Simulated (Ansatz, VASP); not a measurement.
## Pb in VASP and in Ansatz

```
CELL_PARAMETERS angstrom
6.40265 0.00000 0.00000
0.00000 6.40265 0.00000
0.00000 0.00000 6.40265
ATOMIC_POSITIONS crystal
Pb 0.50000 0.50000 0.50000
Pb 0.00000 0.00000 0.00000
Pb 0.25000 0.00000 0.50000
Pb 0.50000 0.25000 0.00000
Pb 0.50000 0.75000 0.00000
Pb 0.75000 0.00000 0.50000
Pb 0.00000 0.50000 0.75000
Pb 0.00000 0.50000 0.25000
```

Alike in both runs: functional PBE; k mesh 6 × 6 × 6; occupations gaussian, width 0.1 eV; no spin polarisation.

Ansatz relaxed the structure, and its values are those at the end. VASP's run is a single point on that final structure, the one shown.

```csv
,VASP,Ansatz
version,VASP 6.6.1,Ansatz 0.2.0
potentials or method,"VASP PAW PBE potentials, release 64 (Pb_d)","scalar-relativistic, plane waves, PAW"
plane-wave cutoff (eV),520,420
valence electrons in the cell,112,112
```

|  | VASP | Ansatz | Ansatz less VASP |
| --- | --- | --- | --- |
| gap on the k mesh at the Fermi level (eV) | none | none | - |
| pressure (GPa) | -0.1 | 0.0 | +0.07 |

A gap of «none» marks a metal or a gap that the smearing closes.

Spin-orbit coupling is left out, which matters for the levels of Pb.
